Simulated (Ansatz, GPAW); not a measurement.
## Sn: programs and potentials compared

```
Sn
1.0
     0.00000    3.23334    3.23334
     3.23334    0.00000    3.23334
     3.23334    3.23334    0.00000
Sn
2
Direct
  0.25000 0.25000 0.25000
  0.00000 0.00000 0.00000
```

This isn't the form of Sn at room conditions, which is tetragonal (white tin).

Alike in all runs: task single point; functional RPBE; k mesh 7 × 7 × 7; occupations gaussian, width 0.1 eV; no spin polarisation; no spin-orbit coupling. Pressure is positive in compression and, in plane waves, holds the error of the finite cutoff, which Ansatz's Pulay term estimates and takes out.

```csv
program and potentials,plane-wave cutoff (eV),notes,pressure (GPa)
"Ansatz, Ansatz PAW",420,"potentials made for PBE, which Ansatz adapts in part; Pulay term of +0.03 GPa included",5.21
"Ansatz, all-electron LAPW, scalar-relativistic",-,-,5.21
"GPAW, the program's PAW data sets (release 1.2.1) made for this functional",600,-,4.95
```

The pressure spans 4.95 (GPAW, the program's PAW data sets (release 1.2.1) made for this functional) to 5.21 GPa (Ansatz, Ansatz PAW), with all-electron results at 5.21. Some sets were made for another functional than the one run, which can shift their rows.

The functional is the same throughout but for its coding, so the spread measures potentials, basis and numerics; runs on potential files found faulty are left out.

All three runs put this diamond-structure (grey) tin cell under clear compression, so RPBE would relax it to a larger volume. Since the cell lies close to the measured lattice parameter of grey tin, most of the pressure reflects the functional's known tendency to underbind solids rather than real compression. RPBE's strong gradient enhancement favours inhomogeneous densities and so weakens the covalent sp3 bonds. In tin these are long and soft, with diffuse 5s and 5p orbitals that overlap less effectively than the valence orbitals of silicon or germanium.

The Ansatz PAW result coincides with the all-electron value of 5.21 GPa, so its PBE-derived potentials cause no visible net error in pressure here, although compensating errors remain possible. GPAW is lower at 4.95 GPa despite data sets made for RPBE, perhaps because of their construction or a residual basis error. This difference is small beside the pressure common to all runs. Pressure at a single volume doesn't establish the relative stability of grey and white tin.
